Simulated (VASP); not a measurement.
# Na (Im-3m) in VASP: a series of runs

One crystal, Na, is run at these levels: PBEsol+D4, B3LYP+D3(BJ), PBE+D4; tasks: electric field gradients, phonons.

All numbers are computed with VASP 6.6.1; they aren't measurements. Logs are shortened: lines on timing, memory, paths and dates and some standing lists are left out, and cuts for length are marked.

## Step 1: The crystal as given

It takes space group Im-3m (No. 229, cubic). Conventional cell: a = 4.282 Å, b = 4.282 Å, c = 4.282 Å, α = 90.00°, β = 90.00°, γ = 90.00°. Around Na (site symmetry m-3m) lie 8 Na at 3.71 Å.

## Step 2: Electric field gradients, PBEsol+D4

File INCAR:

```
ALGO = Normal ; EDIFF = 1E-8
ENCUT = 520 ; GGA = PS
ISIF = 2 ; ISMEAR = 1
IVDW = 13 ; LASPH = T
LCHARG = F ; LEFG = T
LREAL = F ; LWAVE = F
NELM = 60 ; PREC = Accurate
SIGMA = 0.1
```

File Na.cif:

```cif
data_Na
_cell_length_a 4.28200000
_cell_length_b 4.28200000
_cell_length_c 4.28200000
_cell_angle_alpha 90.00000000
_cell_angle_beta 90.00000000
_cell_angle_gamma 90.00000000
_space_group_name_H-M_alt 'Im-3m'
_space_group_name_Hall '-I 4 2 3'
_space_group_IT_number 229
loop_
_space_group_symop_operation_xyz
'x,y,z'
'-x,-y,-z'
'-y,x,z'
'y,-x,-z'
'-x,-y,z'
'x,y,-z'
'y,-x,z'
'-y,x,-z'
'x,-y,-z'
'-x,y,z'
'-y,-x,-z'
'y,x,z'
'-x,y,-z'
'x,-y,z'
'y,x,-z'
'-y,-x,z'
'z,x,y'
'-z,-x,-y'
'z,-y,x'
'-z,y,-x'
'z,-x,-y'
'-z,x,y'
'z,y,-x'
'-z,-y,x'
'-z,x,-y'
'z,-x,y'
'-z,-y,-x'
'z,y,x'
'-z,-x,y'
'z,x,-y'
'-z,y,x'
'z,-y,-x'
'y,z,x'
'-y,-z,-x'
'x,z,-y'
'-x,-z,y'
'-y,z,-x'
'y,-z,x'
'-x,z,y'
'x,-z,-y'
'-y,-z,x'
'y,z,-x'
'-x,-z,-y'
'x,z,y'
'y,-z,-x'
'-y,z,x'
'x,-z,y'
'-x,z,-y'
'x+1/2,y+1/2,z+1/2'
'-x+1/2,-y+1/2,-z+1/2'
'-y+1/2,x+1/2,z+1/2'
'y+1/2,-x+1/2,-z+1/2'
'-x+1/2,-y+1/2,z+1/2'
'x+1/2,y+1/2,-z+1/2'
'y+1/2,-x+1/2,z+1/2'
'-y+1/2,x+1/2,-z+1/2'
'x+1/2,-y+1/2,-z+1/2'
'-x+1/2,y+1/2,z+1/2'
'-y+1/2,-x+1/2,-z+1/2'
'y+1/2,x+1/2,z+1/2'
'-x+1/2,y+1/2,-z+1/2'
'x+1/2,-y+1/2,z+1/2'
'y+1/2,x+1/2,-z+1/2'
'-y+1/2,-x+1/2,z+1/2'
'z+1/2,x+1/2,y+1/2'
'-z+1/2,-x+1/2,-y+1/2'
'z+1/2,-y+1/2,x+1/2'
'-z+1/2,y+1/2,-x+1/2'
'z+1/2,-x+1/2,-y+1/2'
'-z+1/2,x+1/2,y+1/2'
'z+1/2,y+1/2,-x+1/2'
'-z+1/2,-y+1/2,x+1/2'
'-z+1/2,x+1/2,-y+1/2'
'z+1/2,-x+1/2,y+1/2'
'-z+1/2,-y+1/2,-x+1/2'
'z+1/2,y+1/2,x+1/2'
'-z+1/2,-x+1/2,y+1/2'
'z+1/2,x+1/2,-y+1/2'
'-z+1/2,y+1/2,x+1/2'
'z+1/2,-y+1/2,-x+1/2'
'y+1/2,z+1/2,x+1/2'
'-y+1/2,-z+1/2,-x+1/2'
'x+1/2,z+1/2,-y+1/2'
'-x+1/2,-z+1/2,y+1/2'
'-y+1/2,z+1/2,-x+1/2'
'y+1/2,-z+1/2,x+1/2'
'-x+1/2,z+1/2,y+1/2'
'x+1/2,-z+1/2,-y+1/2'
'-y+1/2,-z+1/2,x+1/2'
'y+1/2,z+1/2,-x+1/2'
'-x+1/2,-z+1/2,-y+1/2'
'x+1/2,z+1/2,y+1/2'
'y+1/2,-z+1/2,-x+1/2'
'-y+1/2,z+1/2,x+1/2'
'x+1/2,-z+1/2,y+1/2'
'-x+1/2,z+1/2,-y+1/2'
loop_
_atom_site_label
_atom_site_type_symbol
_atom_site_symmetry_multiplicity
_atom_site_Wyckoff_symbol
_atom_site_fract_x
_atom_site_fract_y
_atom_site_fract_z
_atom_site_occupancy
Na1 Na 2 a 0.0000000000 0.0000000000 0.0000000000 1
```

File KPOINTS:

```
k-points
0
Gamma
  6 6 6
```

File POSCAR:

```
Na
 1.0000000000000000
     4.2820000000000000    0.0000000000000000    0.0000000000000000
     0.0000000000000000    4.2820000000000000    0.0000000000000000
     0.0000000000000000    0.0000000000000000    4.2820000000000000
 Na 
   2
Cartesian
  0.0000000000000000  0.0000000000000000  0.0000000000000000
  2.1410000000000000  2.1410000000000000  2.1410000000000000
```

Potentials or basis: VASP PAW PBE potentials, release 64 (Na_pv).

Command:

```bash
$ ase convert -i cif -o vasp Na.cif POSCAR
$ cat potpaw_PBE.64/Na_pv/POTCAR > POTCAR
$ mpirun -np 1 vasp_std > vasp.out
```

OUTCAR:

```text
EDIFF = 1E-8
   ENCUT = 520
   GGA = PS
   ISIF = 2
   ISMEAR = 1
   IVDW = 13
   LASPH = T
   LREAL = F
   NELM = 60
   PREC = Accurate

 ion  position               nearest neighbor table
   1  0.000  0.000  0.000-
   2  0.500  0.500  0.500-

  LATTYP: Found a simple cubic cell.
 ALAT       =     4.2820000000

  Lattice vectors:

 A1 = (   4.2820000000,   0.0000000000,   0.0000000000)
 A2 = (   0.0000000000,   4.2820000000,   0.0000000000)
 A3 = (   0.0000000000,   0.0000000000,   4.2820000000)

Analysis of symmetry for initial positions (statically):
=====================================================================
 Subroutine PRICEL returns following result:

  LATTYP: Found a body centered cubic cell.
 ALAT       =     4.2820000000

  Lattice vectors:

 A1 = (   2.1410000000,   2.1410000000,  -2.1410000000)
 A2 = (  -2.1410000000,   2.1410000000,   2.1410000000)
 A3 = (   2.1410000000,  -2.1410000000,   2.1410000000)

   2 primitive cells build up your supercell.

 Routine SETGRP: Setting up the symmetry group for a
 simple cubic supercell.

 Subroutine GETGRP returns: Found 48 space group operations
 (whereof 48 operations were pure point group operations)
 out of a pool of 48 trial point group operations.

The static configuration has the point symmetry O_h .

Analysis of symmetry for dynamics (positions and initial velocities):
=====================================================================
 Subroutine PRICEL returns following result:

  LATTYP: Found a body centered cubic cell.
 ALAT       =     4.2820000000

  Lattice vectors:

 A1 = (   2.1410000000,   2.1410000000,  -2.1410000000)
 A2 = (  -2.1410000000,   2.1410000000,   2.1410000000)
 A3 = (   2.1410000000,  -2.1410000000,   2.1410000000)

   2 primitive cells build up your supercell.

 Routine SETGRP: Setting up the symmetry group for a
 simple cubic supercell.

 Subroutine GETGRP returns: Found 48 space group operations
 (whereof 48 operations were pure point group operations)
 out of a pool of 48 trial point group operations.

[... 137 lines left out ...]
  ext. energy  EPLUGINS =         0.00000000
  ---------------------------------------------------
  free energy    TOTEN  =        -2.77972905 eV

  energy without entropy =       -2.77543041  energy(sigma->0) =       -2.77829617

 E-fermi :   0.1564     XC(G=0):  -6.3522

 val. band max:       -0.0359001799   @ k =   0.5000   0.3333   0.0000
 cond. band min:       0.1854032395   @ k =   0.5000   0.3333   0.1667
 fundamental gap:      0.2213034193
 Fermi energy:         0.1564170111

 k-point     1 :       0.0000    0.0000    0.0000
  band No.  band energies     occupation
      1     -24.7061      2.00000
      2     -24.7061      2.00000
      3     -24.7061      2.00000
      4     -24.6847      2.00000
      5     -24.6847      2.00000
      6     -24.6847      2.00000
      7      -3.0097      2.00000
      8       4.5693      0.00000
      9       4.5693      0.00000
     10       4.8455      0.00000
     11       4.8455      0.00000
[... 253 lines left out ...]
 k-point    20 :       0.5000    0.5000    0.5000
  band No.  band energies     occupation
      1     -24.6989      2.00000
      2     -24.6989      2.00000
      3     -24.6989      2.00000
      4     -24.6989      2.00000
      5     -24.6989      2.00000
      6     -24.6989      2.00000
      7       2.7794      0.00000
      8       2.7794      0.00000
      9       2.7794      0.00000
     10       2.7794      0.00000
     11       2.7794      0.00000

------------------------ aborting loop because EDIFF is reached ----------------------------------------

  DFT-D4 for vdW energy calculation

  Edisp (eV):   -0.01475

  FORCE on cell =-STRESS in cart. coord.  units (eV):
  Direction    XX          YY          ZZ          XY          YZ          ZX
  --------------------------------------------------------------------------------------
  -------------------------------------------------------------------------------------
  Total      -0.27657    -0.27657    -0.27657     0.00000     0.00000    -0.00000
  in kB      -5.64385    -5.64385    -5.64385     0.00000     0.00000    -0.00000
  external pressure =       -5.64 kB  Pullay stress =        0.00 kB

 VOLUME and BASIS-vectors are now :
 -----------------------------------------------------------------------------
  energy-cutoff  :      520.00
  volume of cell :       78.51
      direct lattice vectors                 reciprocal lattice vectors
     4.282000000  0.000000000  0.000000000     0.233535731  0.000000000  0.000000000
     0.000000000  4.282000000  0.000000000     0.000000000  0.233535731  0.000000000
     0.000000000  0.000000000  4.282000000     0.000000000  0.000000000  0.233535731

 POSITION                                       TOTAL-FORCE (eV/Angst)
 -----------------------------------------------------------------------------------
      0.00000      0.00000      0.00000         0.000000      0.000000      0.000000
      2.14100      2.14100      2.14100        -0.000000     -0.000000     -0.000000
 -----------------------------------------------------------------------------------
    total drift:                                0.000000      0.000000     -0.000000

  FREE ENERGIE OF THE ION-ELECTRON SYSTEM (eV)
  ---------------------------------------------------
  free  energy   TOTEN  =        -2.7944798507 eV

  energy  without entropy=       -2.7901812140  energy(sigma->0) =       -2.79304697

 Electric field gradients (V/A^2)
---------------------------------------------------------------------
 ion       V_xx      V_yy      V_zz      V_xy      V_xz      V_yz
---------------------------------------------------------------------
   1       0.000     0.000     0.000    -0.000     0.000     0.000
   2       0.000     0.000     0.000     0.000     0.000     0.000
---------------------------------------------------------------------

 Electric field gradients after diagonalization (V/A^2)
 (convention: |V_zz| > |V_xx| > |V_yy|)
----------------------------------------------------------------------
 ion       V_xx      V_yy      V_zz     asymmetry (V_yy - V_xx)/ V_zz
----------------------------------------------------------------------
   1       0.000     0.000     0.000      -0.112
   2       0.000     0.000     0.000      -0.020
----------------------------------------------------------------------

           NMR quadrupolar parameters

 Cq : quadrupolar parameter    Cq=e*Q*V_zz/h
 eta: asymmetry parameters     (V_yy - V_xx)/ V_zz
 Q  : nuclear electric quadrupole moment in mb (millibarn)
----------------------------------------------------------------------
 ion       Cq(MHz)       eta       Q (mb)
----------------------------------------------------------------------
   1       0.000      -0.112       1.000
   2       0.000      -0.020       1.000
----------------------------------------------------------------------
```

It took 8.6 s on 1 thread of AMD EPYC 7R13 (Zen 3), shared host; peak memory 0.13 GiB.

What came out:

| Quantity | Value |
| --- | --- |
| Free energy | -2.7945 eV |
| Pressure | -0.6 GPa |
| Band gap on the k mesh | none (metal or under the smearing width) |
| Dispersion energy per atom | -0.007 eV |

Levels at points of the mesh, in eV from the Fermi level:
| k point | band 5 | band 6 | band 7 | band 8 | band 9 | band 10 |
| --- | --- | --- | --- | --- | --- | --- |
| (0.00, 0.00, 0.00) | -24.84 | -24.84 | -3.17 | 4.41 | 4.41 | 4.69 |
| (0.50, 0.00, 0.00) | -24.85 | -24.85 | -1.09 | -1.09 | 6.46 | 6.46 |
| (0.50, 0.50, 0.00) | -24.84 | -24.84 | 0.73 | 0.73 | 1.16 | 1.16 |
| (0.50, 0.50, 0.50) | -24.86 | -24.86 | 2.62 | 2.62 | 2.62 | 2.62 |

Electric field gradients, principal values (V/Å²):
```tsv
atom	Vxx	Vyy	Vzz
1 Na	0.000	0.000	0.000
2 Na	0.000	0.000	0.000
```

Caveat: the PAW data sets were made with another functional, which shifts forces and pressure a little; pairwise dispersion overbinds metals, which lowers pressure and volume.

## Step 3: Electric field gradients, B3LYP+D3(BJ), collinear spin, ferromagnetic start

This run uses another cell than the first one: it holds 1 atom, not 2.

File POSCAR:

```
Na
1.0
   -2.1410000000      2.1410000000      2.1410000000
    2.1410000000     -2.1410000000      2.1410000000
    2.1410000000      2.1410000000     -2.1410000000
Na
1
Cartesian
    0.0000000000      0.0000000000      0.0000000000
```

File INCAR.step1:

```
PREC = Accurate
ENCUT = 520
ISMEAR = -1
SIGMA = 0.05
LREAL = F
LASPH = T
NELM = 60
ALGO = Normal
ISIF = 2
LWAVE = T
LCHARG = F
ISPIN = 2
MAGMOM = 0.5
LORBIT = 11
GGA = PE
EDIFF = 1E-5
```

File INCAR.step2:

```
PREC = Accurate
ENCUT = 520
EDIFF = 1E-8
ISMEAR = -1
SIGMA = 0.05
LREAL = F
LASPH = T
NELM = 60
ALGO = Normal
ISIF = 2
LWAVE = F
LCHARG = F
ISPIN = 2
MAGMOM = 0.5
LORBIT = 11
GGA = B3
LHFCALC = T
AEXX = 0.2
AGGAX = 0.72
AGGAC = 0.81
ALDAC = 0.19
PRECFOCK = Fast
IVDW = 12
LEFG = T
ISTART = 1
```

File KPOINTS:

```
Automatic mesh
0
Gamma
  5 5 5
```

Potentials or basis: VASP PAW PBE potentials, release 54 (Na_pv).

Command:

```bash
$ cat potpaw_PBE.54/Na_pv/POTCAR > POTCAR
$ cp INCAR.step1 INCAR
$ mpirun -np 1 vasp_std > vasp.out
$ cp INCAR.step2 INCAR
$ mpirun -np 1 vasp_std > vasp.out
```

OUTCAR:

```text
PREC = Accurate
   ENCUT = 520
   EDIFF = 1E-8
   ISMEAR = -1
   LREAL = F
   LASPH = T
   NELM = 60
   ISIF = 2
   ISPIN = 2
   LORBIT = 11
   GGA = B3
   LHFCALC = T
   AEXX = 0.2
   PRECFOCK = Fast
   IVDW = 12
   ISTART = 1
 IVDW          = 12

 ion  position               nearest neighbor table
   1  0.000  0.000  0.000-

  LATTYP: Found a body centered cubic cell.
 ALAT       =     4.2820000000

  Lattice vectors:

 A1 = (  -2.1410000000,   2.1410000000,   2.1410000000)
 A2 = (   2.1410000000,  -2.1410000000,   2.1410000000)
 A3 = (   2.1410000000,   2.1410000000,  -2.1410000000)

Analysis of symmetry for initial positions (statically):
=====================================================================
 Subroutine PRICEL returns:
 Original cell was already a primitive cell.

[... 403 lines left out ...]
  volume of cell :       39.26
      direct lattice vectors                 reciprocal lattice vectors
    -2.141000000  2.141000000  2.141000000     0.000000000  0.233535731  0.233535731
     2.141000000 -2.141000000  2.141000000     0.233535731  0.000000000  0.233535731
     2.141000000  2.141000000 -2.141000000     0.233535731  0.233535731  0.000000000

 POSITION                                       TOTAL-FORCE (eV/Angst)
 -----------------------------------------------------------------------------------
      0.00000      0.00000      0.00000         0.000000      0.000000      0.000000
 -----------------------------------------------------------------------------------
    total drift:                                0.000000      0.000000     -0.000000

  FREE ENERGIE OF THE ION-ELECTRON SYSTEM (eV)
  ---------------------------------------------------
  free  energy   TOTEN  =        -1.5070971901 eV

  energy  without entropy=       -1.5007397079  energy(sigma->0) =       -1.50391845

 Electric field gradients (V/A^2)
---------------------------------------------------------------------
 ion       V_xx      V_yy      V_zz      V_xy      V_xz      V_yz
---------------------------------------------------------------------
   1       0.000    -0.000    -0.000    -0.001    -0.001    -0.001
---------------------------------------------------------------------

 Electric field gradients after diagonalization (V/A^2)
 (convention: |V_zz| > |V_xx| > |V_yy|)
----------------------------------------------------------------------
 ion       V_xx      V_yy      V_zz     asymmetry (V_yy - V_xx)/ V_zz
----------------------------------------------------------------------
   1       0.001     0.001    -0.002       0.094
----------------------------------------------------------------------

           NMR quadrupolar parameters

 Cq : quadrupolar parameter    Cq=e*Q*V_zz/h
 eta: asymmetry parameters     (V_yy - V_xx)/ V_zz
 Q  : nuclear electric quadrupole moment in mb (millibarn)
----------------------------------------------------------------------
 ion       Cq(MHz)       eta       Q (mb)
----------------------------------------------------------------------
   1      -0.000       0.094       1.000
----------------------------------------------------------------------

 total charge

# of ion       s       p       d       tot
------------------------------------------
    1        0.102   5.966   0.000   6.068

 magnetization (x)

# of ion       s       p       d       tot
------------------------------------------
    1        0.009   0.005   0.000   0.013
```

OUTCAR.step1:

```text
PREC = Accurate
   ENCUT = 520
   ISMEAR = -1
   LREAL = F
   LASPH = T
   NELM = 60
   ISIF = 2
   ISPIN = 2
[... 424 lines left out ...]
    total drift:                               -0.000000     -0.000000      0.000000

  FREE ENERGIE OF THE ION-ELECTRON SYSTEM (eV)
  ---------------------------------------------------
  free  energy   TOTEN  =        -1.3089498087 eV

  energy  without entropy=       -1.2998812952  energy(sigma->0) =       -1.30441555

 total charge

# of ion       s       p       d       tot
------------------------------------------
    1        0.095   5.962   0.000   6.057

 magnetization (x)

# of ion       s       p       d       tot
------------------------------------------
    1        0.006   0.004   0.000   0.009
```

It took 1.7 min on 1 thread of AMD EPYC 7R13 (Zen 3), shared host; peak memory 0.14 GiB.

Results:

| Property | Result |
| --- | --- |
| Free energy | -1.5071 eV |
| Pressure | -1.6 GPa |
| Band gap on the k mesh | none (metal or under the smearing width) |
| Net moment | 0.12 μB per cell |
| Valence electrons inside the program's atomic spheres | Na 6.07 |
| Dispersion energy per atom | -0.307 eV |

Levels at points of the mesh, in eV from the Fermi level:
Spin up:
```
           k point  band 2  band 3  band 4  band 5  band 6  band 7
(0.00, 0.00, 0.00)  -28.08  -28.08   -4.09   12.04   12.04   12.04
```
Spin down:
| k point | band 1 | band 2 | band 3 | band 4 | band 5 | band 6 | band 7 |
| --- | --- | --- | --- | --- | --- | --- | --- |
| (0.00, 0.00, 0.00) | -28.07 | -28.07 | -28.07 | -3.88 | 12.14 | 12.14 | 12.14 |

Electric field gradients, principal values (V/Å²):
| atom | Vxx | Vyy | Vzz |
| --- | --- | --- | --- |
| 1 Na | 0.001 | 0.001 | -0.002 |

Caveat: the k mesh is coarse (spacing up to 0.42 Å⁻¹), so the values aren't converged, least of all with exact exchange; the PAW data sets were made with another functional, which shifts forces and pressure a little; pairwise dispersion overbinds metals, which lowers pressure and volume.

(Part 1 of 2 ends here.)
